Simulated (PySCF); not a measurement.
Isomers of C4H6, one conformer each. The calculation used core-valence-separated Tamm–Dancoff BHandHLYP/aug-pcX-1 (pcseg-1 on H) in PySCF, non-relativistic, gas phase, PBE0-D3(BJ)/def2-SVP geometry. BHandHLYP without relativity tends to put these K edges a few eV too low, so spacings mean more than positions.

P. `C=C1CC1`
Q. `C=CC=C`
R. `C1[C@H]2C[C@@H]12`

Main lines, eV (oscillator strength):
1. C K: 286.0 (0.052), 286.1 (0.039), 286.1 (0.039), 286.3 (0.091), 286.5 (0.041)
2. C K: 282.3 (0.114), 282.7 (0.112), 285.8 (0.020), 286.1 (0.027), 286.2 (0.065)
3. C K: 282.8 (0.055), 282.9 (0.064), 285.4 (0.016), 285.8 (0.008), 286.0 (0.016)
Listed: the first five lines at most of each edge with a tenth or more of its strongest line's intensity; roots within 0.03 eV on the same or equivalent atoms are summed. Only the lowest roots were sought, and the top ones are left out.

Q: Which spectrum belongs to which isomer?

A: 1 = R, 2 = Q, 3 = P.
- P: first C line listed at 282.8 eV, hole on the terminal =CH2 carbon (1s→π*).
- Q: first C line listed at 282.3 eV, hole on the terminal =CH2 carbon (1s→π*).
- R: first C line listed at 286.0 eV, hole on the sp3 carbon at a ring junction.

Q: What are the ground-state energies of the isomers at BHandHLYP/aug-pcX-1 (pcseg-1 on H), relative to the lowest?

A: P 86.4, Q 0.0, R 121.6 kJ/mol (electronic energies on these geometries, no dispersion or zero-point terms).
